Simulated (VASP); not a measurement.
# BP in VASP: one cell, several levels of theory

What does VASP give for BP in the zincblende structure, the cell held fixed? Runs: PBE, r2SCAN. The results are then set beside those of Ansatz 0.2.0 for the same cell.

Code: VASP 6.6.1. PAW datasets, plane waves. (Simulation; spin polarisation is off.)

## 1. The cell

The cell comes from an earlier relaxation with r2SCAN in another program.

Space group F-43m (No. 216), cubic; conventional cell a = 4.537 Å, 11.67 Å³ an atom. Near B stand 4 P at 1.96 Å; near P stand 4 B at 1.96 Å.

Structure file:

```cif
data_structure
_symmetry_space_group_name_H-M 'F-43m'
_symmetry_Int_Tables_number 216
_cell_length_a 4.5366
_cell_length_b 4.5366
_cell_length_c 4.5366
_cell_angle_alpha 90.000
_cell_angle_beta 90.000
_cell_angle_gamma 90.000
_cell_volume 93.37
loop_
_atom_site_label
_atom_site_type_symbol
_atom_site_symmetry_multiplicity
_atom_site_Wyckoff_symbol
_atom_site_fract_x
_atom_site_fract_y
_atom_site_fract_z
_atom_site_occupancy
B1 B 4 a 0.00000 0.00000 0.00000 1
P1 P 4 d 0.25000 0.25000 0.75000 1
```

## 2. Single point with PBE

File INCAR:

```
ENCUT = 520.000000
SIGMA = 0.020000
EDIFF = 1.00e-07
GGA = PE
PREC = Accurate
IBRION = -1
ISIF = 2
ISMEAR = -1
NBANDS = 11
NELM = 120
NSW = 0
LASPH = .TRUE.
LCHARG = .FALSE.
LWAVE = .FALSE.
LREAL = .FALSE.
```

File KPOINTS:

```
KPOINTS created by Atomic Simulation Environment
0
Gamma
10 10 10
0 0 0
```

File KPOINTS_OPT:

```
special points
7
Reciprocal
0.0000000000 0.0000000000 0.0000000000 1
-0.5000000000 -0.5000000000 0.0000000000 1
-0.3750000000 -0.3750000000 0.2500000000 1
-0.3750000000 0.0000000000 0.3750000000 1
0.0000000000 0.0000000000 0.5000000000 1
-0.5000000000 -0.2500000000 0.2500000000 1
0.0000000000 0.4140620000 0.4140620000 1
```

File POSCAR:

```
B  P
 1.0000000000000000
     0.0000000000000000    2.2683156689213848    2.2683156689213848
     2.2683156689213848    0.0000000000000000    2.2683156689213848
     2.2683156689213848    2.2683156689213848    0.0000000000000000
 B   P
   1   1
Cartesian
  0.0000000000000000  0.0000000000000000  0.0000000000000000
  1.1341578344606922  1.1341578344606922  1.1341578344606922
```

The run uses the recommended PBE PAW datasets (8 valence electrons a neutral cell).

The run is started by

```bash
$ mpirun -np 1 vasp_std
```

Standard output, without the iteration lines:

```text
POSCAR found type information on POSCAR B P
 POSCAR found :  2 types and       2 ions
 LDA part: xc-table for (Slater+PW92), standard interpolation
 POSCAR, INCAR and KPOINTS ok, starting setup
 FFT: planning ... GRIDC
 FFT: planning ... GRID_SOFT
 FFT: planning ... GRID
 WAVECAR not read
 entering main loop
 Start KPOINTS_OPT (optional k-point list driver)
k-point batch [1-7\7]
```

OSZICAR:

```text
N       E                     dE             d eps       ncg     rms          rms(c)
DAV:   1     0.108470148179E+02    0.10847E+02   -0.42141E+03  1034   0.671E+02
DAV:   2    -0.129399612009E+02   -0.23787E+02   -0.22880E+02  1323   0.111E+02
DAV:   3    -0.136367471082E+02   -0.69679E+00   -0.69498E+00  1343   0.168E+01
DAV:   4    -0.136398009299E+02   -0.30538E-02   -0.30536E-02  1161   0.125E+00
DAV:   5    -0.136398158420E+02   -0.14912E-04   -0.14912E-04  1286   0.910E-02    0.722E+00
DAV:   6    -0.130287455609E+02    0.61107E+00   -0.13931E+00  1172   0.511E+00    0.389E+00
DAV:   7    -0.129376429275E+02    0.91103E-01   -0.23391E-01  1280   0.240E+00    0.133E+00
DAV:   8    -0.129298157416E+02    0.78272E-02   -0.26661E-02  1224   0.933E-01    0.193E-01
DAV:   9    -0.129301394460E+02   -0.32370E-03   -0.71492E-04  1201   0.181E-01    0.123E-01
DAV:  10    -0.129303359666E+02   -0.19652E-03   -0.24695E-04  1160   0.988E-02    0.282E-02
DAV:  11    -0.129303466208E+02   -0.10654E-04   -0.11466E-05  1326   0.224E-02    0.334E-02
DAV:  12    -0.129303476054E+02   -0.98461E-06   -0.45923E-06  1151   0.105E-02    0.141E-02
DAV:  13    -0.129303474837E+02    0.12169E-06   -0.12500E-07   977   0.231E-03    0.597E-03
DAV:  14    -0.129303475495E+02   -0.65763E-07   -0.43450E-08   580   0.118E-03
   1 F= -.12930348E+02 E0= -.12930348E+02  d E =-.115984E-10
       N       E                     dE             ncg
DAV:   1     0.983762424552E+03   -0.21043E+04      154
DAV:   2     0.817657312719E+03   -0.16611E+03      186
DAV:   3     0.813050222156E+03   -0.46071E+01      209
DAV:   4     0.813036509938E+03   -0.13712E-01      175
DAV:   5     0.813036429016E+03   -0.80921E-04      201
DAV:   6     0.813036428346E+03   -0.67062E-06      194
DAV:   7     0.813036428340E+03   -0.53193E-08      190
```

The lines after F= are the extra pass for the points of KPOINTS_OPT, at fixed density; their E is not a total energy.

From OUTCAR:

```text
k-points           NKPTS =     47   k-points in BZ     NKDIM =     47   number of bands    NBANDS=     11

   NELECT =       8.0000    total number of electrons

   dimension x,y,z NGX =    24 NGY =   24 NGZ =   24
   dimension x,y,z NGXF=    48 NGYF=   48 NGZF=   48

  energy-cutoff  :      520.00
  volume of cell :       23.34
      direct lattice vectors                 reciprocal lattice vectors
     0.000000000  2.268315669  2.268315669    -0.220427874  0.220427874  0.220427874
     2.268315669  0.000000000  2.268315669     0.220427874 -0.220427874  0.220427874
     2.268315669  2.268315669  0.000000000     0.220427874  0.220427874 -0.220427874

 k-points in reciprocal lattice and weights: KPOINTS created by Atomic Simulation Env
   0.00000000  0.00000000  0.00000000       0.001
   0.10000000  0.00000000  0.00000000       0.008
   0.20000000  0.00000000  0.00000000       0.008
   0.30000000  0.00000000  0.00000000       0.008
   0.40000000  0.00000000  0.00000000       0.008
   0.50000000  0.00000000  0.00000000       0.004
   0.10000000  0.10000000  0.00000000       0.006
   0.20000000  0.10000000  0.00000000       0.024
[... 39 more k-points ...]

 E-fermi :   7.8267

 k-point     1 :       0.0000    0.0000    0.0000
  band No.  band energies     occupation
      1      -8.0250      2.00000
      2       7.4436      2.00000
      3       7.4436      2.00000
      4       7.4436      2.00000
      5      10.8456      0.00000
      6      10.8456      0.00000
      7      10.8456      0.00000
      8      14.8316      0.00000
      9      18.9626      0.00000
     10      19.5748      0.00000
     11      19.5748      0.00000

 k-point     2 :       0.1000    0.0000    0.0000
  band No.  band energies     occupation
      1      -7.8446      2.00000
      2       6.1409      2.00000
      3       7.1485      2.00000
      4       7.1485      2.00000
      5      11.2541      0.00000
      6      11.2541      0.00000
      7      11.2832      0.00000
      8      15.3517      0.00000
      9      18.8902      0.00000
     10      18.8902      0.00000
     11      19.5318      0.00000

 k-point     3 :       0.2000    0.0000    0.0000
  band No.  band energies     occupation
      1      -7.3106      2.00000
      2       3.7979      2.00000
      3       6.5890      2.00000
      4       6.5890      2.00000
      5      11.4825      0.00000
      6      11.9742      0.00000
      7      11.9742      0.00000
      8      16.5221      0.00000
      9      18.2890      0.00000
     10      18.2890      0.00000
     11      20.3922      0.00000

 k-point     4 :       0.3000    0.0000    0.0000
  band No.  band energies     occupation
      1      -6.4528      2.00000
      2       1.4370      2.00000
      3       6.0997      2.00000
      4       6.0997      2.00000
      5      11.3897      0.00000
      6      12.3031      0.00000
      7      12.3031      0.00000
      8      17.4292      0.00000
      9      18.8669      0.00000
     10      18.8669      0.00000
     11      20.6564      0.00000

 k-point     5 :       0.4000    0.0000    0.0000
  band No.  band energies     occupation
      1      -5.3845      2.00000
      2      -0.5850      2.00000
      3       5.7896      2.00000
      4       5.7896      2.00000
      5      11.2751      0.00000
      6      12.2332      0.00000
      7      12.2332      0.00000
      8      17.6115      0.00000
      9      20.5607      0.00000
     10      20.5607      0.00000
     11      21.5526      0.00000

 k-point     6 :       0.5000    0.0000    0.0000
  band No.  band energies     occupation
      1      -4.6979      2.00000
      2      -1.5963      2.00000
      3       5.6848      2.00000
      4       5.6848      2.00000
      5      11.2304      0.00000
      6      12.1577      0.00000
      7      12.1577      0.00000
      8      17.5735      0.00000
      9      22.0753      0.00000
     10      22.0753      0.00000
     11      22.2813      0.00000

 k-point     7 :       0.1000    0.1000    0.0000
  band No.  band energies     occupation
      1      -7.7844      2.00000
      2       6.5992      2.00000
      3       6.5992      2.00000
      4       6.6547      2.00000
      5      10.4139      0.00000
      6      11.9564      0.00000
      7      11.9564      0.00000
      8      15.1933      0.00000
      9      18.0241      0.00000
     10      19.7466      0.00000
     11      19.8354      0.00000

 k-point     8 :       0.2000    0.1000    0.0000
  band No.  band energies     occupation
      1      -7.3676      2.00000
      2       4.6053      2.00000
      3       5.9692      2.00000
      4       6.4356      2.00000
      5      10.5794      0.00000
      6      12.5718      0.00000
      7      12.8604      0.00000
      8      15.1190      0.00000
      9      18.0741      0.00000
     10      19.6549      0.00000
     11      20.7585      0.00000

 k-point     9 :       0.3000    0.1000    0.0000
  band No.  band energies     occupation
      1      -6.6143      2.00000
      2       2.2791      2.00000
      3       5.5069      2.00000
      4       5.8596      2.00000
      5      11.0677      0.00000
      6      12.6956      0.00000
      7      13.3180      0.00000
      8      15.2965      0.00000
      9      19.1013      0.00000
     10      19.9596      0.00000
     11      21.2211      0.00000

 k-point    10 :       0.4000    0.1000    0.0000
  band No.  band energies     occupation
      1      -5.5948      2.00000
      2       0.1415      2.00000
      3       5.2891      2.00000
      4       5.2911      2.00000
      5      11.2137      0.00000
      6      12.6375      0.00000
      7      13.1736      0.00000
      8      16.4202      0.00000
      9      19.6608      0.00000
     10      21.3275      0.00000
     11      21.9531      0.00000

 k-point    11 :       0.5000    0.1000    0.0000
  band No.  band energies     occupation
      1      -4.6496      2.00000
      2      -1.3302      2.00000
      3       4.8710      2.00000
      4       5.3352      2.00000
      5      11.2902      0.00000
      6      12.5758      0.00000
      7      12.8432      0.00000
      8      17.6467      0.00000
      9      20.1513      0.00000
     10      22.0714      0.00000
     11      22.8127      0.00000

[... the tables of k-points 12 to 47 left out ...]

  Total        0.1527805      0.1527805      0.1527805      0.0000000     -0.0000000      0.0000000
  in kB       10.4866794     10.4866794     10.4866794      0.0000000     -0.0000000      0.0000000
  external PRESSURE =      10.4866794 kB  Pullay stress =       0.0000000 kB

 POSITION                                       TOTAL-FORCE (eV/Angst)
 -----------------------------------------------------------------------------------
      0.00000      0.00000      0.00000         0.000000      0.000000      0.000000
      1.13416      1.13416      1.13416        -0.000000     -0.000000     -0.000000
 -----------------------------------------------------------------------------------
    total drift:                                0.000000      0.000000      0.000000

  FREE ENERGIE OF THE ION-ELECTRON SYSTEM (eV)
  ---------------------------------------------------
  free  energy   TOTEN  =       -12.9303475495 eV

  energy  without entropy=      -12.9303475495  energy(sigma->0) =      -12.93034755
```

Hardware: 1 MPI rank of Intel Xeon Platinum 8488C, shared host.

The levels at the points of KPOINTS_OPT are read from vasprun.xml.

Levels at the named points, in eV from the top of band v (v: the last filled band by count, c: the next):

| point | v−1 | v | c | c+1 |
| --- | --- | --- | --- | --- |
| Γ | 0.00 | 0.00 | 3.40 | 3.40 |
| X | -4.12 | -4.12 | 1.33 | 1.66 |
| U | -6.23 | -3.51 | 2.15 | 6.01 |
| K | -6.23 | -3.51 | 2.15 | 6.01 |
| L | -1.76 | -1.76 | 3.79 | 4.71 |
| W | -5.68 | -5.48 | 5.34 | 6.77 |

Gap with PBE: 1.23 eV, valence top at Γ, conduction bottom at (0.00, 0.41, 0.41). Least direct gap: 3.40 eV. The pressure is 1.05 GPa; the forces vanish within 0.01 eV/Å.

(Part 1 of 2 ends here.)
